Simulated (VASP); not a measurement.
Input of a VASP 6.6.1 run:

The input INCAR:

```
SYSTEM = W
PREC     = Accurate       ! precision mode
ENCUT    = 520            ! plane-wave cutoff, eV
EDIFF    = 1E-7           ! SCF threshold, eV
ISMEAR   = 0              ! smearing method
SIGMA    = 0.05           ! smearing width, eV
LREAL    = .FALSE.        ! projectors in reciprocal space
LASPH    = .TRUE.         ! aspherical terms in the spheres
NELM     = 100            ! most SCF steps
ALGO     = Normal         ! electronic algorithm
ISIF     = 2              ! what is computed and relaxed
LWAVE    = .FALSE.        ! write WAVECAR
LCHARG   = .FALSE.        ! write CHGCAR
GGA      = RP             ! functional
NBANDS   = 13             ! bands
```

File KPOINTS:

```
Automatic mesh
0
G
  12 12 12
  0 0 0
```

File POSCAR:

```
W
1.0
   -1.5823450000      1.5823450000      1.5823450000
    1.5823450000     -1.5823450000      1.5823450000
    1.5823450000      1.5823450000     -1.5823450000
W
1
Cartesian
    0.0000000000      0.0000000000      0.0000000000
```

Potentials or basis: VASP PAW PBE potentials, release 54 (W_sv).

Command:

```sh
$ cat potpaw_PBE.54/W_sv/POTCAR > POTCAR
$ mpirun -np 1 vasp_std > vasp.out
```

(1) Estimate the pressure.

(2) Predict the band gap on the k mesh.

Results:

(1) 10.4 GPa.

(2) none (metal or under the smearing width).

Caveat: the PAW data sets were made with another functional, which shifts forces and pressure a little.
